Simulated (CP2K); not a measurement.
**TaN under changes of volume**

One of the cells (10.813 Å³/atom); the others are scaled copies at fixed shape and fractional positions:

```
Ta N
1.0
     3.12728    0.00000    0.00000
     1.56364    2.70831    0.00000
     1.56364    0.90277    2.55342
Ta N
1 1
Direct
  0.50000 0.50000 0.50000
  0.00000 0.00000 0.00000
```

The cell comes from a database or a generator and needn't be the stable form of this composition.

```yaml
Program: CP2K 2026.2
Functional: r2SCAN
Potentials_or_basis: POTENTIAL_UZH Ta GTH-SCAN-q13, N GTH-SCAN-q5; TZVP-MOLOPT-SCAN-GTH basis
Density_cutoff: 9184 eV
k_mesh: 10 × 10 × 10
Occupations: fermi-dirac, width 0.05 eV
Spin: no spin polarisation
```

```csv
volume (Å³/atom),energy over the lowest point (meV/atom),pressure (GPa)
10.164,6.97,9.2
10.381,0.00,1.4
10.597,?,?
10.813,14.87,-11.9
11.030,34.81,-17.5
11.246,61.95,-22.5
11.462,95.52,-27.0
```

**Question.** What does the run at 10.597 Å³/atom give?

**Answer.** Energy over the lowest point 2.95 meV/atom; pressure -5.6 GPa.

Worked out: A Birch-Murnaghan fit of order 3 (a polynomial in V^(-2/3)) to the other rows has its minimum at 10.42 Å³/atom with B0 = V·E''(V) = 347 GPa and B' = 4.1. It gives 2.98 meV/atom at 10.597 Å³/atom, against the run's 2.95, and -dE/dV = -5.6 GPa, against -5.6.

Energies are extrapolated to zero smearing.

Caveats: the basis of atomic orbitals isn't converged, which shifts pressures, moduli and gaps.
